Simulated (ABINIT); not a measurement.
Wanted: the native input for an ABINIT 10.8.3 (patched build) run.

* Task: equation of state
* Functional: PBE
* Potentials or basis: JTH PAW PBE v2.0
* Cutoff: 599 eV
* k mesh: 8 × 8 × 8
* Occupations: fermi-dirac, width 0.05 eV
* Spin: no spin polarisation
* Fine-grid cutoff: 1197.3 eV

PbS (Galena):

```xyz
2
Lattice="0.0000 2.9657 2.9657 2.9657 0.0000 2.9657 2.9657 2.9657 0.0000" Properties=species:S:1:pos:R:3 pbc="T T T"
Pb    0.0000    0.0000    0.0000
S     2.9657    2.9657    2.9657
```

These files were run (other wordings do the same):

run.abi

```
# Datasets: one volume each
ndtset 7
getwfk -1
scalecart1 3*0.9795861087
scalecart2 3*0.9864848297
scalecart3 3*0.9932883884
scalecart4 3*1.0000000000
scalecart5 3*1.0066227096
scalecart6 3*1.0131594038
scalecart7 3*1.0196128224

# Pseudopotentials
pp_dirpath "./"
pseudos "Pb.GGA_PBE-JTH.xml, S.GGA_PBE-JTH.xml"

# Structure
acell 7.9258966301 7.9258966301 7.9258966301
rprim
     0.0000000000     0.7071067812     0.7071067812
     0.7071067812     0.0000000000     0.7071067812
     0.7071067812     0.7071067812     0.0000000000
ntypat 2
znucl 82 16
natom 2
typat 1 2
xred
     0.0000000000     0.0000000000     0.0000000000
     0.5000000000     0.5000000000     0.5000000000

# Plane-wave basis
ecut 22.0
pawecutdg 44.0
pawxcdev 0

# k points
kptopt 1
ngkpt 8 8 8
nshiftk 1
shiftk 0.0 0.0 0.0

# Exchange and correlation
ixc 11

# Bands and occupations
nband 14
occopt 3
tsmear 0.00183747

# SCF cycle
nstep 100
tolvrs 1.0e-9

# Output
iomode 3
prtwf 1
prtden 0
prteig 0
prtebands 0
enunit 2
```

Potentials or basis: JTH PAW PBE v2.0.

Command:

```sh
$ abinit run.abi > log 2>&1
```

It gave:

The equilibrium volume is 27.16 Å³/atom, the bulk modulus is 52 GPa and the pressure derivative of the bulk modulus is 4.4.

Caveat: pressures at fixed basis lie under the slope of the energies.

It took 2.3 min on 1 thread of Arm Neoverse V2, with other jobs on the host, peak memory 0.17 GiB.
